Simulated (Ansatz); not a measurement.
# Ti: experiment and calculation

**The experiment to reproduce.**

“Impact of oxygen ordering on titanium lattice parameters”, 2024, arxiv:2402.07147 reports, for a bulk crystal of Ti at 298 K: lattice constant a 2.9536 ± 0.0001 Å; lattice constant c 4.685 ± 0.0001 Å.

The runs below are set against these values where they give the same quantity.

Level of theory: DFT PBEsol, scalar-relativistic, plane waves, PAW in Ansatz.

Cutoff 420 eV; k points 18×18×10 on the computed 2-atom cell (Γ-centred); Gaussian smearing, width 0.10 eV; no spin polarisation.

Relaxed structure, symmetry kept:

```cif
data_structure
_symmetry_space_group_name_H-M 'P6_3/mmc'
_symmetry_Int_Tables_number 194
_cell_length_a 2.9005
_cell_length_b 2.9005
_cell_length_c 4.5909
_cell_angle_alpha 90.000
_cell_angle_beta 90.000
_cell_angle_gamma 120.000
_cell_volume 33.45
loop_
_atom_site_label
_atom_site_type_symbol
_atom_site_symmetry_multiplicity
_atom_site_Wyckoff_symbol
_atom_site_fract_x
_atom_site_fract_y
_atom_site_fract_z
_atom_site_occupancy
Ti1 Ti 2 c 0.33333 0.66667 0.25000 1
```

```json
{
  "Space group": "P6_3/mmc (No. 194)",
  "Volume per atom": "16.72 Å³",
  "Formation energy from the elements' standard states (uncorrected)": "0.000 eV/atom",
  "Kohn–Sham band gap": "none (metal)",
  "Density of states at the Fermi level": "1.71 states/eV per cell",
  "Löwdin character within 0.5 eV of the Fermi level": "Ti 3d 91 %, unprojected 5 %",
  "Bulk modulus": "120 GPa",
  "Its pressure derivative": "3.5",
  "Bader charges (e)": "Ti (2 in the cell) 0.00"
}
```

A measured lattice constant a of Ti is 2.9536 Å (298 K; the paper above); the calculated 2.900 Å misses it by -1.8 %. 4 values of this kind are on record (2.9536 to 2.9646 Å); this one was drawn at random, colder ones first, those with a stated uncertainty first. Measured lattice constant c of Ti: 4.685 Å (298 K; the paper above). This calculation gives 4.591 Å (-2.0 %). 4 values of this kind are on record (4.685 to 4.7036 Å); this one was drawn at random, colder ones first, those with a stated uncertainty first. The calculation is for 0 K without zero-point motion.